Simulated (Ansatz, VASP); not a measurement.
**Two plane-wave programs on InSb**

INCAR

```
ALGO = Normal ; EDIFF = 1E-7
ENCUT = 520 ; GGA = CA
ISIF = 2 ; ISMEAR = -1
LASPH = True ; LCHARG = False
LREAL = False ; LWAVE = False
NBANDS = 16 ; NELM = 80
PREC = Accurate ; SIGMA = 0.1
```

KPOINTS

```
k-points
0
Gamma
  11 11 11
```

The input POSCAR:

```
InSb
1.0
    0.0000000000      2.6422648923      2.6422648923
    2.6422648923      0.0000000000      2.6422648923
    2.6422648923      2.6422648923      0.0000000000
In Sb
1 1
Direct
    0.0000000000      0.0000000000      0.0000000000
    0.2500000000      0.2500000000      0.2500000000
```

Input for Ansatz:

```yaml
crystal:
  lattice:
    - [0.0, 2.6422648923, 2.6422648923]
    - [2.6422648923, 0.0, 2.6422648923]
    - [2.6422648923, 2.6422648923, 0.0]
  atoms:
    - { symbol: In, position: [0.0, 0.0, 0.0] }
    - { symbol: Sb, position: [0.25, 0.25, 0.25] }
kpoints:
  mp_grid: { grid: [11, 11, 11] }
  band_path:
    path:
      - [0.0, 0.0, 0.0]
      - [-0.5, -0.5, 0.0]
      - [-0.375, -0.375, 0.25]
      - [-0.375, 0.0, 0.375]
      - [0.0, 0.0, 0.0]
      - [0.0, 0.0, 0.5]
      - [-0.5, -0.25, 0.25]
      - [-0.5, -0.5, 0.0]
    npoints: 8
scf:
  occupations: { method: fermi_dirac, width: 0.1 }
hamiltonian:
  xc: lda
  pseudopotentials: { kind: paw }
output:
  forces: true
  stress: true
  eigenvalues: true
  populations: true
  dos: { projected: true, de: 0.2, e_range: [-14, 8] }
```

Change from the starting cell: volume scaled by 0.55, PAW files.

Alike in both runs: task single point; functional LDA; k mesh 11 × 11 × 11; occupations fermi-dirac, width 0.1 eV; no spin polarisation.

|  | VASP | Ansatz |
| --- | --- | --- |
| version | VASP 6.6.1 | Ansatz 0.2.0 |
| potentials or method | VASP PAW LDA potentials, release 64 (In_d, Sb) | PAW with Ansatz's default frozen-core files, scalar-relativistic |
| plane-wave cutoff (eV) | 520 | 420 |
| valence electrons in the cell | 18 | 28 |

VASP gave:

| Property | Result |
| --- | --- |
| pressure (GPa) | 113.8 |

Q: Which values does Ansatz return?

A: Pressure (GPa): 113.3.

The two sets of potentials don't hold the same shells in valence.

Caveats: the cell as given lies far from equilibrium; so large a pressure means that the cell lies far from this level's equilibrium, or that cutoff or potentials fall short (VASP). The runs have no spin-orbit coupling, so splittings on Sb are missing.
